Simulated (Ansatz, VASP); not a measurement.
**BiTe: VASP beside Ansatz**

Contents of INCAR:

```
PREC = Accurate
ENCUT = 520
EDIFF = 1E-6
ISMEAR = 0
SIGMA = 0.05
LREAL = F
LASPH = T
NELM = 60
ALGO = Normal
ISIF = 2
LWAVE = F
LCHARG = T
GGA = PE
LELF = T
LVHAR = T
NBANDS = 18
```

Contents of KPOINTS:

```
regular mesh
0
Gamma
  8 8 8
```

POSCAR

```
BiTe
1.0
    0.0000000000      3.5984491871      3.5984491871
    3.5984491871      0.0000000000      3.5984491871
    3.5984491871      3.5984491871      0.0000000000
Bi Te
1 1
Direct
    0.0000000000      0.0000000000      0.0000000000
    0.2500000000      0.2500000000      0.2500000000
```

Input for Ansatz:

```yaml
crystal:
  lattice:
    - [0.0, 3.5984491871, 3.5984491871]
    - [3.5984491871, 0.0, 3.5984491871]
    - [3.5984491871, 3.5984491871, 0.0]
  atoms:
    - { symbol: Bi, position: [0.0, 0.0, 0.0] }
    - { symbol: Te, position: [0.25, 0.25, 0.25] }
basis:
  ecutwfc: 420
  ecutrho_ratio: 4
kpoints:
  mp_grid: { grid: [8, 8, 8] }
hamiltonian:
  xc: pbe
scf:
  occupations: { method: gaussian, width: 0.05 }
output:
  forces: true
  stress: true
  eigenvalues: true
```

Alike in both runs: task single point; functional PBE; k mesh 8 × 8 × 8; occupations gaussian, width 0.05 eV; no spin polarisation.

|  | VASP | Ansatz |
| --- | --- | --- |
| version | VASP 6.6.1 | Ansatz 0.2.0 |
| potentials or method | VASP PAW PBE potentials, release 64 (Bi_d, Te) | scalar-relativistic, plane waves, PAW |
| plane-wave cutoff (eV) | 520 | 420 |
| valence electrons in the cell | 21 | 31 |

Ansatz gave:

- gap on the k mesh at the Fermi level (eV): none
- pressure (GPa): 0.6

Q: Which values does VASP return?

A: gap on the k mesh at the Fermi level (eV): none; pressure (GPa): 0.5.

A gap of «none» marks a metal or a gap that the smearing closes. The two sets of potentials don't hold the same shells in valence.

Caveats: spin-orbit coupling is left out, which moves the levels of the heavy elements.
